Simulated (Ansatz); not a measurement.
The elements of this relaxed trial crystal are hidden behind letters.

```
lattice vectors (Å)
   0.0000    2.3505    2.3505
   2.3505    0.0000    2.3505
   2.3505    2.3505    0.0000
fractional positions
X 0.5000 0.5000 0.5000
Z 0.0000 0.0000 0.0000
```

All numbers below come from DFT PBE, scalar-relativistic, plane waves, PAW (Ansatz). Plane waves to 420 eV, an 8×8×8 mesh through Γ for the 2-atom cell and 0.02 eV Gaussian smearing; no spin polarisation.

* Space group: Fm-3m (No. 225)
* Conventional cell: a = 4.701 Å
* Volume per atom: 12.99 Å³
* Density: 2.68 g/cm³
* Energy over the elements: −2.711 eV/atom
* Gap on the 8×8×8 mesh of the 2-atom cell: 6.09 eV

Energies are uncorrected and count from the elements' standard states at the same level.

Question: X is an s-block element of period 3 and Z is a p-block element of period 2. Which elements are they?

Answer: X = Na, Z = F, so the formula is NaF, here in the rock salt type. Density times volume gives a mean mass of 2.68 × 12.99/1.6605 = 21.0 u per atom, and this set has 21.0 u. Among the elements that the hints allow, noble gases aside, only these give it. Na is surrounded by 6 F at 2.35 Å; around F lie 6 Na at 2.35 Å.

Kohn–Sham gaps at this level usually fall short of measured ones. Symmetry constrained the relaxation, so the result can be a saddle point.
